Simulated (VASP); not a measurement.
# GaAs in VASP: notebook

Runs on GaAs. Level: PBEsol. Tasks: work function.

Everything below comes from runs of VASP 6.6.1. Logs are shortened: lines on timing, memory, paths and dates and some standing lists are left out, and cuts for length are marked.

**1. Starting point**

The cell holds a slab with vacuum, 16 atoms: a = 5.654 Å, b = 3.998 Å, c = 29.992 Å, α = 90.00°, β = 90.00°, γ = 90.00°.

**2. Work function, PBEsol**

INCAR

```
PREC = Accurate
ENCUT = 520
EDIFF = 1E-6
ISMEAR = 0
SIGMA = 0.05
LREAL = False
LASPH = True
NELM = 100
ALGO = Fast
ISIF = 2
LWAVE = False
LCHARG = True
LDIPOL = True
IDIPOL = 3
DIPOL = 0.5 0.5 0.500
GGA = PS
LVHAR = True
LVACPOTAV = True
KPAR = 8
```

KPOINTS

```
regular mesh
0
Gamma
  4 6 1
```

POSCAR

```
GaAs
1.0
    5.6537000000      0.0000000000      0.0000000000
    0.0000000000      3.9977696090      0.0000000000
    0.0000000000      0.0000000000     29.9921936310
Ga As
8 8
Direct
    0.5000000000      0.5000000000      0.2667360747
    1.0000000000      1.0000000000      0.3333829105
    0.5000000000      0.5000000000      0.4000297463
    1.0000000000      1.0000000000      0.4666765821
    0.5000000000      0.5000000000      0.5333234179
    1.0000000000      1.0000000000      0.5999702537
    0.5000000000      0.5000000000      0.6666170895
    1.0000000000      1.0000000000      0.7332639253
    0.7500000000      1.0000000000      0.2667360747
    0.2500000000      0.5000000000      0.3333829105
    0.7500000000      1.0000000000      0.4000297463
    0.2500000000      0.5000000000      0.4666765821
    0.7500000000      1.0000000000      0.5333234179
    0.2500000000      0.5000000000      0.5999702537
    0.7500000000      1.0000000000      0.6666170895
    0.2500000000      0.5000000000      0.7332639253
```

Potentials or basis: VASP PAW PBE potentials, release 64 (Ga_d, As).

Run with:

```console
$ cat potpaw_PBE.64/Ga_d/POTCAR potpaw_PBE.64/As/POTCAR > POTCAR
$ mpirun -np 8 vasp_std > vasp.out
```

OUTCAR:

```text
PREC = Accurate
   ENCUT = 520
   EDIFF = 1E-6
   ISMEAR = 0
   LREAL = False
   LASPH = True
   NELM = 100
   ISIF = 2
   GGA = PS

 ion  position               nearest neighbor table
   1  0.500  0.500  0.267-  10 2.45   9 2.45   9 2.45
   2  0.000  0.000  0.333-   9 2.45  11 2.45  10 2.45  10 2.45
   3  0.500  0.500  0.400-  10 2.45  12 2.45  11 2.45  11 2.45
   4  0.000  0.000  0.467-  11 2.45  13 2.45  12 2.45  12 2.45
   5  0.500  0.500  0.533-  12 2.45  14 2.45  13 2.45  13 2.45
   6  0.000  0.000  0.600-  13 2.45  15 2.45  14 2.45  14 2.45
   7  0.500  0.500  0.667-  14 2.45  16 2.45  15 2.45  15 2.45
   8  0.000  0.000  0.733-  15 2.45  16 2.45  16 2.45
   9  0.750  0.000  0.267-   2 2.45   1 2.45   1 2.45
  10  0.250  0.500  0.333-   1 2.45   3 2.45   2 2.45   2 2.45
  11  0.750  0.000  0.400-   2 2.45   4 2.45   3 2.45   3 2.45
  12  0.250  0.500  0.467-   3 2.45   5 2.45   4 2.45   4 2.45
  13  0.750  0.000  0.533-   4 2.45   6 2.45   5 2.45   5 2.45
  14  0.250  0.500  0.600-   5 2.45   7 2.45   6 2.45   6 2.45
  15  0.750  0.000  0.667-   6 2.45   8 2.45   7 2.45   7 2.45
  16  0.250  0.500  0.733-   7 2.45   8 2.45   8 2.45

  LATTYP: Found a simple orthorhombic cell.
 ALAT       =     3.9977696090
 B/A-ratio  =     1.4142135623
 C/A-ratio  =     7.5022316352

  Lattice vectors:

 A1 = (   0.0000000000,  -3.9977696090,   0.0000000000)
 A2 = (   5.6537000000,   0.0000000000,   0.0000000000)
 A3 = (   0.0000000000,   0.0000000000,  29.9921936310)

Analysis of symmetry for initial positions (statically):
=====================================================================
 Subroutine PRICEL returns:
 Original cell was already a primitive cell.

 Routine SETGRP: Setting up the symmetry group for a
 simple orthorhombic supercell.

 Subroutine GETGRP returns: Found  4 space group operations
 (whereof  2 operations were pure point group operations)
 out of a pool of  8 trial point group operations.

The static configuration has the point symmetry C_1h.
 The point group associated with its full space group is C_2v.

Analysis of symmetry for dynamics (positions and initial velocities):
=====================================================================
 Subroutine PRICEL returns:
 Original cell was already a primitive cell.

 Routine SETGRP: Setting up the symmetry group for a
 simple orthorhombic supercell.

 Subroutine GETGRP returns: Found  4 space group operations
 (whereof  2 operations were pure point group operations)
 out of a pool of  8 trial point group operations.

The dynamic configuration has the point symmetry C_1h.
 The point group associated with its full space group is C_2v.

 Subroutine INISYM returns: Found  4 space group operations
 (whereof  2 operations are pure point group operations),
 and found     1 'primitive' translations

----------------------------------------------------------------------------------------

                                     Primitive cell

  volume of cell :     677.8893

  direct lattice vectors                    reciprocal lattice vectors
     5.653700000  0.000000000  0.000000000     0.176875321  0.000000000  0.000000000
     0.000000000  3.997769609  0.000000000     0.000000000  0.250139477  0.000000000
     0.000000000  0.000000000 29.992193631     0.000000000  0.000000000  0.033342009

  length of vectors
     5.653700000  3.997769609 29.992193631     0.176875321  0.250139477  0.033342009

  position of ions in fractional coordinates (direct lattice)
     0.500000000  0.500000000  0.266736075
     0.000000000  0.000000000  0.333382910
     0.500000000  0.500000000  0.400029746
     0.000000000  0.000000000  0.466676582
     0.500000000  0.500000000  0.533323418
     0.000000000  0.000000000  0.599970254
[... 8 lines left out ...]
     0.750000000  0.000000000  0.666617090
     0.250000000  0.500000000  0.733263925

  ion indices of the primitive-cell ions
   primitive index   ion index
                 1           1
                 2           2
                 3           3
                 4           4
                 5           5
                 6           6
[... 8 lines left out ...]
                15          15
                16          16

----------------------------------------------------------------------------------------

 KPOINTS: regular mesh

Automatic generation of k-mesh.
 Grid dimensions read from file:
 generate k-points for:    4    6    1

 Generating k-lattice:

  Cartesian coordinates                     Fractional coordinates (reciprocal lattice)
     0.044218830  0.000000000  0.000000000     0.250000000  0.000000000  0.000000000
     0.000000000  0.041689913  0.000000000     0.000000000  0.166666667  0.000000000
     0.000000000  0.000000000  0.033342009     0.000000000  0.000000000  1.000000000

  Length of vectors
     0.044218830  0.041689913  0.033342009

  Shift w.r.t. Gamma in fractional coordinates (k-lattice)
     0.000000000  0.000000000  0.000000000

 Subroutine IBZKPT returns following result:
 ===========================================

 Found     12 irreducible k-points:

 Following reciprocal coordinates:
            Coordinates               Weight
  0.000000  0.000000  0.000000      1.000000
  0.250000  0.000000  0.000000      2.000000
  0.500000  0.000000  0.000000      1.000000
  0.000000  0.166667  0.000000      2.000000
  0.250000  0.166667  0.000000      4.000000
  0.500000  0.166667  0.000000      2.000000
  0.000000  0.333333  0.000000      2.000000
  0.250000  0.333333  0.000000      4.000000
  0.500000  0.333333  0.000000      2.000000
  0.000000  0.500000  0.000000      1.000000
  0.250000  0.500000  0.000000      2.000000
  0.500000  0.500000  0.000000      1.000000
   k-points           NKPTS =     12   k-points in BZ     NKDIM =     12   number of bands    NBANDS=     86
   number of dos      NEDOS =    301   number of ions     NIONS =     16
   total plane-waves  NPLWV = 282240
   dimension x,y,z NGX =    42 NGY =   30 NGZ =  224
   dimension x,y,z NGXF=    84 NGYF=   60 NGZF=  448
   ions per type =               8   8
   NGX,Y,Z   is equivalent  to a cutoff of  12.35, 12.48, 12.42 a.u.
   NGXF,Y,Z  is equivalent  to a cutoff of  24.70, 24.95, 24.83 a.u.
 SYSTEM =  unknown system
   PREC   = accura    normal or accurate (medium, high low for compatibility)
   ISTART =      0    job   : 0-new  1-cont  2-samecut
   ICHARG =      2    charge: 1-file 2-atom 10-const
   ISPIN  =      1    spin polarized calculation?
   LNONCOLLINEAR =      F non collinear calculations
   LSORBIT =      F    spin-orbit coupling
   LASPH  =      T    aspherical Exc in radial PAW
   ENCUT  =  520.0 eV  38.22 Ry    6.18 a.u.  10.51  7.43 55.77*2*pi/ulx,y,z
   NELM   =    100;   NELMIN=  2; NELMDL= -5     # of ELM steps
   EDIFF  = 0.1E-05   stopping-criterion for ELM
   LREAL  =      F    real-space projection
   EDIFFG = 0.1E-04   stopping-criterion for IOM
   NSW    =      0    number of steps for IOM
   IBRION =     -1    ionic relax: 0-MD 1-quasi-New 2-CG
   NFREE  =      0    steps in history (QN), initial steepest desc. (CG)
   ISIF   =      2    stress and relaxation
   ISYM   =      2    0-nonsym 1-usesym 2-fastsym
   POTIM  = 0.5000    time-step for ionic-motion
   TEBEG  =    0.0;   TEEND  =   0.0 temperature during run
   PSTRESS=    0.0 pullay stress
   NELECT =     144.0000    total number of electrons
   NUPDOWN=      -1.0000    fix difference up-down
   EMIN   =  10.00;   EMAX   =-10.00  energy-range for DOS
   EFERMI =   0.00;   METHOD = LEGACY
   ISMEAR =     0;   SIGMA  =   0.05  broadening in eV -4-tet -1-fermi 0-gaus
   EFERMI_NEDOS =   21; number of points for ismear=-14 and -15
   IALGO  =     68    algorithm
   IMIX   =      4    mixing-type and parameters
     AMIX     =   0.40;   BMIX     =  1.00
     AMIX_MAG =   1.60;   BMIX_MAG =  1.00
  volume/ion in A,a.u.               =      42.37       285.91
  Fermi-wavevector in a.u.,A,eV,Ry     =   0.976808  1.845900 12.982064  0.954155
  Thomas-Fermi vector in A             =   2.107456
   LORBIT       =      0    0 simple, 1 ext, 2 COOP (PROOUT), +10 PAW based schemes
   GGA     = PS    functional components
   LHFCALC =     F    Hartree Fock is set to
   AEXX    =    0.0000 exact exchange contribution
   IVDW    =     0    specifies the selected vdW correction
   LEPSILON=     F    determine dielectric tensor
   LRPA    =     F    only Hartree local field effects (RPA)
 non-spin polarized calculation
 RMM-DIIS sequential band-by-band and
 Gauss-broadening in eV      SIGMA  =   0.05
  energy-cutoff  :      520.00
  volume of cell :      677.89
 maximum number of plane-waves:     18295
   NGX = 21   NGY = 15   NGZ =111

 dipolmoment           0.000000      0.000000      0.000000 electrons x Angstroem

 number of electron     144.0000054 magnetization

 dipolmoment           0.000000      0.000000     -0.000000 electrons x Angstroem

 Free energy of the ion-electron system (eV)
  ---------------------------------------------------
  ext. energy  EPLUGINS =         0.00000000
  ---------------------------------------------------
  free energy    TOTEN  =       -69.31257545 eV

  energy without entropy =      -69.31257544  energy(sigma->0) =      -69.31257545

 E-fermi :  -0.0607     XC(G=0):  -5.7205

 val. band max:       -0.2378732398   @ k =   0.0000   0.0000   0.0000
 cond. band min:       0.1165859959   @ k =   0.0000   0.0000   0.0000
 fundamental gap:      0.3544592357
 Fermi energy:        -0.0606717741

 k-point     1 :       0.0000    0.0000    0.0000
  band No.  band energies     occupation
      1     -15.1540      2.00000
      2     -15.1535      2.00000
      3     -15.1397      2.00000
      4     -15.1393      2.00000
      5     -15.1327      2.00000
      6     -15.1165      2.00000
[... 1033 lines left out ...]
     83       4.0842      0.00000
     84       4.0950      0.00000
 [bands above 84 left out]

------------------------ aborting loop because EDIFF is reached ----------------------------------------

  FORCE on cell =-STRESS in cart. coord.  units (eV):
  Direction    XX          YY          ZZ          XY          YZ          ZX
  --------------------------------------------------------------------------------------
  -------------------------------------------------------------------------------------
  Total       -1.4218162     -1.0827258      1.8626724      0.0000000      0.0000000      0.0000000
  in kB       -3.3604332     -2.5590002      4.4023880      0.0000000      0.0000000      0.0000000
  external PRESSURE =      -0.5056818 kB  Pullay stress =       0.0000000 kB

 VOLUME and BASIS-vectors are now :
 -----------------------------------------------------------------------------
  energy-cutoff  :      520.00
  volume of cell :      677.89
      direct lattice vectors                 reciprocal lattice vectors
     5.653700000  0.000000000  0.000000000     0.176875321  0.000000000  0.000000000
     0.000000000  3.997769609  0.000000000     0.000000000  0.250139477  0.000000000
     0.000000000  0.000000000 29.992193631     0.000000000  0.000000000  0.033342009

 POSITION                                       TOTAL-FORCE (eV/Angst)
 -----------------------------------------------------------------------------------
      2.82685      1.99888      8.00000         1.004798      0.000000      1.273202
      0.00000      0.00000      9.99888        -0.306636      0.000000      0.241286
      2.82685      1.99888     11.99777         0.257221      0.000000      0.158061
      0.00000      0.00000     13.99665        -0.019303      0.000000     -0.007841
      2.82685      1.99888     15.99554        -0.019303      0.000000      0.007841
      0.00000      0.00000     17.99442         0.257221      0.000000     -0.158061
[... 8 lines left out ...]
      4.24027      0.00000     19.99331        -0.624661      0.000000      0.504278
      1.41342      1.99888     21.99219        -0.185946      0.000000      1.310368
 -----------------------------------------------------------------------------------
    total drift:                               -0.000239     -0.000000      0.000000

  FREE ENERGIE OF THE ION-ELECTRON SYSTEM (eV)
  ---------------------------------------------------
  free  energy   TOTEN  =       -69.3125754504 eV

  energy  without entropy=      -69.3125754421  energy(sigma->0) =      -69.31257545

 vacuum level on the upper side and lower side of the slab         4.553         4.553
```

Run time: 8.9 min. Hardware: 8 MPI ranks of Intel Xeon Platinum 8375C at 2.90GHz (Ice Lake), shared host; peak memory 0.93 GiB.

Results:

| Quantity | Value |
| --- | --- |
| Free energy | -69.3126 eV |
| Largest force | 1.622 eV/Å |
| Band gap on the k mesh | 0.35 eV, direct |
| Ionisation potential of the upper face | 4.79 eV |

Forces in eV/Å, atoms in the order of the input:
```
Ga   1.005  0.000  1.273
Ga  -0.307  0.000  0.241
Ga   0.257  0.000  0.158
Ga  -0.019  0.000 -0.008
Ga  -0.019  0.000  0.008
Ga   0.257  0.000 -0.158
Ga  -0.307  0.000 -0.241
Ga   1.005  0.000 -1.273
As  -0.186  0.000 -1.310
As  -0.625  0.000 -0.504
As  -0.042  0.000  0.088
As  -0.083  0.000 -0.090
As  -0.083  0.000  0.090
As  -0.042  0.000 -0.088
As  -0.625  0.000  0.504
As  -0.186  0.000  1.310
```

Levels at points of the mesh, in eV from the valence-band top:
```
           k point  band 68  band 69  band 70  band 71  band 72  band 73  band 74  band 75  band 76  band 77
(0.00, 0.00, 0.00)    -0.38    -0.36    -0.09    -0.07     0.00     0.35     0.98     1.56     1.87     2.01
(0.50, 0.00, 0.00)    -1.25    -0.84    -0.84    -0.38    -0.38     0.46     0.46     1.46     1.46     2.16
(0.00, 0.50, 0.00)    -2.22    -1.71    -1.71    -0.33    -0.33     0.57     0.57     1.69     1.69     1.89
(0.50, 0.50, 0.00)    -1.72    -1.27    -1.27    -0.46    -0.46     0.39     0.39     2.02     2.02     3.04
```

Caveat: the PAW data sets were made with another functional, which shifts forces and pressure a little. As with any semilocal functional, this PBEsol gap is likely too small.

(Part 1 of 2 ends here.)
